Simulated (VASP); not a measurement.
# Nb (Im-3m) in VASP: notebook, part 2 of 2

VASP 6.6.1. The steps go on from the part before.

## 3. Relaxation of cell and atoms, PBE

This run uses another cell than the first one, of 18.12 Å³/atom, 0.983 times its volume.

Input file INCAR:

```
SYSTEM = Nb
  ALGO = Normal
  EDIFF = 1E-7
  EDIFFG = -0.005
  ENCUT = 520
  GGA = PE
  IBRION = 2
  ISIF = 3
  ISMEAR = 0
  LASPH = .True.
  LCHARG = .False.
  LREAL = .False.
  LWAVE = .False.
  NELM = 120
  NSW = 60
  POTIM = 0.3
  PREC = Accurate
  SIGMA = 0.1
```

Input file KPOINTS:

```
k-points
0
Gamma
  18 18 18
  0 0 0
```

Input file POSCAR:

```
Nb                                      
1.0
   -1.6546395611      1.6546395611      1.6546395611
    1.6546395611     -1.6546395611      1.6546395611
    1.6546395611      1.6546395611     -1.6546395611
  Nb            
     1
Direct
     0.0000000000000000    0.0000000000000000    0.0000000000000000
```

Potentials or basis: VASP PAW PBE potentials, release 64 (Nb_sv).

The run is started by

```sh
$ cat potpaw_PBE.64/Nb_sv/POTCAR > POTCAR
$ mpirun -np 1 vasp_std > vasp.out
```

OUTCAR:

```text
SYSTEM = Nb
   EDIFF = 1E-7
   EDIFFG = -0.005
   ENCUT = 520
   GGA = PE
   IBRION = 2
   ISIF = 3
   ISMEAR = 0
   LASPH = .True.
   LREAL = .False.
   NELM = 120
   NSW = 60
   POTIM = 0.3
   PREC = Accurate

 ion  position               nearest neighbor table
   1  0.000  0.000  0.000-

  LATTYP: Found a body centered cubic cell.
 ALAT       =     3.3092791222

  Lattice vectors:

 A1 = (  -1.6546395611,   1.6546395611,   1.6546395611)
 A2 = (   1.6546395611,  -1.6546395611,   1.6546395611)
 A3 = (   1.6546395611,   1.6546395611,  -1.6546395611)

Analysis of symmetry for initial positions (statically):
=====================================================================
 Subroutine PRICEL returns:
 Original cell was already a primitive cell.

 Routine SETGRP: Setting up the symmetry group for a
 body centered cubic supercell.

 Subroutine GETGRP returns: Found 48 space group operations
 (whereof 48 operations were pure point group operations)
 out of a pool of 48 trial point group operations.

The static configuration has the point symmetry O_h .

Analysis of symmetry for dynamics (positions and initial velocities):
=====================================================================
 Subroutine PRICEL returns:
 Original cell was already a primitive cell.

 Routine SETGRP: Setting up the symmetry group for a
 body centered cubic supercell.

 Subroutine GETGRP returns: Found 48 space group operations
 (whereof 48 operations were pure point group operations)
 out of a pool of 48 trial point group operations.

The dynamic configuration has the point symmetry O_h .

 Subroutine INISYM returns: Found 48 space group operations
 (whereof 48 operations are pure point group operations),
 and found     1 'primitive' translations

----------------------------------------------------------------------------------------

                                     Primitive cell

  volume of cell :      18.1205

  direct lattice vectors                    reciprocal lattice vectors
    -1.654639561  1.654639561  1.654639561     0.000000000  0.302180615  0.302180615
     1.654639561 -1.654639561  1.654639561     0.302180615  0.000000000  0.302180615
     1.654639561  1.654639561 -1.654639561     0.302180615  0.302180615  0.000000000

  length of vectors
     2.865919788  2.865919788  2.865919788     0.427347924  0.427347924  0.427347924

  position of ions in fractional coordinates (direct lattice)
     0.000000000  0.000000000  0.000000000

  ion indices of the primitive-cell ions
   primitive index   ion index
                 1           1

----------------------------------------------------------------------------------------

 KPOINTS: k-points

Automatic generation of k-mesh.
 Grid dimensions read from file:
 generate k-points for:   18   18   18

 Generating k-lattice:

  Cartesian coordinates                     Fractional coordinates (reciprocal lattice)
     0.000000000  0.016787812  0.016787812     0.055555556  0.000000000  0.000000000
     0.016787812  0.000000000  0.016787812     0.000000000  0.055555556  0.000000000
     0.016787812  0.016787812  0.000000000     0.000000000  0.000000000  0.055555556

  Length of vectors
     0.023741551  0.023741551  0.023741551

  Shift w.r.t. Gamma in fractional coordinates (k-lattice)
     0.000000000  0.000000000  0.000000000

 Subroutine IBZKPT returns following result:
 ===========================================

 Found    195 irreducible k-points:

 Following reciprocal coordinates:
            Coordinates               Weight
  0.000000  0.000000  0.000000      1.000000
  0.055556  0.000000  0.000000     12.000000
  0.111111  0.000000  0.000000     12.000000
  0.166667  0.000000  0.000000     12.000000
  0.222222  0.000000  0.000000     12.000000
  0.277778  0.000000  0.000000     12.000000
[... 16 lines left out ...]
  0.333333  0.111111  0.000000     48.000000
  0.388889  0.111111  0.000000     48.000000
 [... further k-points ...]
   k-points           NKPTS =    195   k-points in BZ     NKDIM =    195   number of bands    NBANDS=     10
   number of dos      NEDOS =    301   number of ions     NIONS =      1
   total plane-waves  NPLWV =  13824
   dimension x,y,z NGX =    24 NGY =   24 NGZ =   24
   dimension x,y,z NGXF=    48 NGYF=   48 NGZF=   48
   ions per type =               1
   NGX,Y,Z   is equivalent  to a cutoff of  13.92, 13.92, 13.92 a.u.
   NGXF,Y,Z  is equivalent  to a cutoff of  27.84, 27.84, 27.84 a.u.
 SYSTEM =  Nb
   PREC   = accura    normal or accurate (medium, high low for compatibility)
   ISTART =      0    job   : 0-new  1-cont  2-samecut
   ICHARG =      2    charge: 1-file 2-atom 10-const
   ISPIN  =      1    spin polarized calculation?
   LNONCOLLINEAR =      F non collinear calculations
   LSORBIT =      F    spin-orbit coupling
   LASPH  =      T    aspherical Exc in radial PAW
   ENCUT  =  520.0 eV  38.22 Ry    6.18 a.u.   5.33  5.33  5.33*2*pi/ulx,y,z
   NELM   =    120;   NELMIN=  2; NELMDL= -5     # of ELM steps
   EDIFF  = 0.1E-06   stopping-criterion for ELM
   LREAL  =      F    real-space projection
   EDIFFG = -.5E-02   stopping-criterion for IOM
   NSW    =     60    number of steps for IOM
   IBRION =      2    ionic relax: 0-MD 1-quasi-New 2-CG
   NFREE  =      1    steps in history (QN), initial steepest desc. (CG)
   ISIF   =      3    stress and relaxation
   ISYM   =      2    0-nonsym 1-usesym 2-fastsym
   POTIM  = 0.3000    time-step for ionic-motion
   TEBEG  =    0.0;   TEEND  =   0.0 temperature during run
   PSTRESS=    0.0 pullay stress
   NELECT =      13.0000    total number of electrons
   NUPDOWN=      -1.0000    fix difference up-down
   EMIN   =  10.00;   EMAX   =-10.00  energy-range for DOS
   EFERMI =   0.00;   METHOD = LEGACY
   ISMEAR =     0;   SIGMA  =   0.10  broadening in eV -4-tet -1-fermi 0-gaus
   EFERMI_NEDOS =   21; number of points for ismear=-14 and -15
   IALGO  =     38    algorithm
   IMIX   =      4    mixing-type and parameters
     AMIX     =   0.40;   BMIX     =  1.00
     AMIX_MAG =   1.60;   BMIX_MAG =  1.00
  volume/ion in A,a.u.               =      18.12       122.28
  Fermi-wavevector in a.u.,A,eV,Ry     =   1.465545  2.769479 29.222902  2.147823
  Thomas-Fermi vector in A             =   2.581389
   LORBIT       =      0    0 simple, 1 ext, 2 COOP (PROOUT), +10 PAW based schemes
   GGA     = PE    functional components
   LHFCALC =     F    Hartree Fock is set to
   AEXX    =    0.0000 exact exchange contribution
   IVDW    =     0    specifies the selected vdW correction
   LEPSILON=     F    determine dielectric tensor
   LRPA    =     F    only Hartree local field effects (RPA)
 conjugate gradient relaxation of ions
 non-spin polarized calculation
 Gauss-broadening in eV      SIGMA  =   0.10
  energy-cutoff  :      520.00
  volume of cell :       18.12
 maximum number of plane-waves:       498
 NGX is ok and might be reduce to    24
   NGX = 11   NGY = 11   NGZ = 11

 number of electron      13.0000000 magnetization

 Free energy of the ion-electron system (eV)
  ---------------------------------------------------
  ext. energy  EPLUGINS =         0.00000000
  ---------------------------------------------------
  free energy    TOTEN  =       -10.21983758 eV

  energy without entropy =      -10.21146508  energy(sigma->0) =      -10.21565133

 E-fermi :  11.0755     XC(G=0): -12.4696

 val. band max:       11.0708818247   @ k =   0.3333   0.2222   0.0000
 cond. band min:      11.0826804913   @ k =   0.2778   0.0556   0.0000
 fundamental gap:      0.0117986666
 Fermi energy:        11.0754505617

 k-point     1 :       0.0000    0.0000    0.0000
  band No.  band energies     occupation
      1     -43.2846      2.00000
      2     -18.5942      2.00000
      3     -18.5942      2.00000
      4     -18.5942      2.00000
      5       5.1599      2.00000
      6      11.4615      0.00000
      7      11.4615      0.00000
      8      11.4615      0.00000
      9      14.3511      0.00000
     10      14.3511      0.00000
[... 287 lines left out ...]
 k-point    24 :       0.3889    0.1111    0.0000
  band No.  band energies     occupation
      1     -43.0451      2.00000
      2     -19.8422      2.00000
      3     -19.0523      2.00000
      4     -18.6638      2.00000
      5       7.7798      2.00000
      6       9.5855      2.00000
      7      12.1875      0.00000
      8      14.2356      0.00000
      9      15.3063      0.00000
     10      17.7734      0.00000

 [... further k-points ...]

------------------------ aborting loop because EDIFF is reached ----------------------------------------

  FORCE on cell =-STRESS in cart. coord.  units (eV):
  Direction    XX          YY          ZZ          XY          YZ          ZX
  --------------------------------------------------------------------------------------
  -------------------------------------------------------------------------------------
  Total       -0.0036508     -0.0036508     -0.0036508      0.0000000     -0.0000000      0.0000000
  in kB       -0.3227935     -0.3227935     -0.3227935      0.0000000     -0.0000000      0.0000000
  external PRESSURE =      -0.3227935 kB  Pullay stress =       0.0000000 kB

 VOLUME and BASIS-vectors are now :
 -----------------------------------------------------------------------------
  energy-cutoff  :      520.00
  volume of cell :       18.12
      direct lattice vectors                 reciprocal lattice vectors
    -1.654639561  1.654639561  1.654639561     0.000000000  0.302180615  0.302180615
     1.654639561 -1.654639561  1.654639561     0.302180615  0.000000000  0.302180615
     1.654639561  1.654639561 -1.654639561     0.302180615  0.302180615  0.000000000

 POSITION                                       TOTAL-FORCE (eV/Angst)
 -----------------------------------------------------------------------------------
      0.00000      0.00000      0.00000        -0.000000     -0.000000     -0.000000
 -----------------------------------------------------------------------------------
    total drift:                                0.000000      0.000000     -0.000000

  FREE ENERGIE OF THE ION-ELECTRON SYSTEM (eV)
  ---------------------------------------------------
  free  energy   TOTEN  =       -10.2198375775 eV

  energy  without entropy=      -10.2114650801  energy(sigma->0) =      -10.21565133

 reached required accuracy - stopping structural energy minimisation
```

OSZICAR:

```text
N       E                     dE             d eps       ncg     rms          rms(c)
DAV:   1     0.116319548718E+03    0.11632E+03   -0.74902E+03  3908   0.130E+03
DAV:   2    -0.524847775477E+01   -0.12157E+03   -0.11865E+03  4244   0.449E+02
DAV:   3    -0.103629575921E+02   -0.51145E+01   -0.48587E+01  5808   0.771E+01
DAV:   4    -0.106337432269E+02   -0.27079E+00   -0.26872E+00  5386   0.161E+01
DAV:   5    -0.106485152169E+02   -0.14772E-01   -0.14759E-01  6064   0.280E+00    0.705E+00
DAV:   6    -0.102590110639E+02    0.38950E+00   -0.77534E-01  6028   0.118E+01    0.247E+00
DAV:   7    -0.102144928311E+02    0.44518E-01   -0.23711E-01  6102   0.645E+00    0.961E-01
DAV:   8    -0.102197872533E+02   -0.52944E-02   -0.12652E-02  4426   0.173E+00    0.575E-02
DAV:   9    -0.102198253010E+02   -0.38048E-04   -0.11956E-03  6846   0.399E-01    0.463E-02
DAV:  10    -0.102198453215E+02   -0.20021E-04   -0.28867E-05  4772   0.859E-02    0.162E-02
DAV:  11    -0.102198378551E+02    0.74665E-05   -0.64496E-06  4444   0.513E-02    0.276E-03
DAV:  12    -0.102198377514E+02    0.10371E-06   -0.28284E-07  4806   0.765E-03    0.109E-03
DAV:  13    -0.102198375852E+02    0.16614E-06   -0.26620E-08  2342   0.244E-03    0.263E-04
DAV:  14    -0.102198375775E+02    0.77059E-08   -0.83786E-09  2252   0.162E-03
   1 F= -.10219838E+02 E0= -.10215651E+02  d E =-.102198E+02
```

CONTCAR:

```text
Nb
   1.00000000000000
    -1.6546395611000000    1.6546395611000000    1.6546395611000000
     1.6546395611000000   -1.6546395611000000    1.6546395611000000
     1.6546395611000000    1.6546395611000000   -1.6546395611000000
  Nb
     1
Direct
     0.0000000000000000    0.0000000000000000    0.0000000000000000

  0.00000000E+00  0.00000000E+00  0.00000000E+00
```

Wall time 21 s (1 thread of Intel Xeon Platinum 8488C (Sapphire Rapids), shared host); peak memory 0.16 GiB.

Results:

```
Free energy             : -10.2198 eV
Pressure after relaxing : 0.0 GPa
Band gap on the k mesh  : none (metal or under the smearing width)
```

Final structure:
```
CELL_PARAMETERS angstrom
-1.65464 1.65464 1.65464
1.65464 -1.65464 1.65464
1.65464 1.65464 -1.65464
ATOMIC_POSITIONS crystal
Nb 0.00000 0.00000 0.00000
```

Caveat: the relaxation stopped at its first step, so nothing moved.
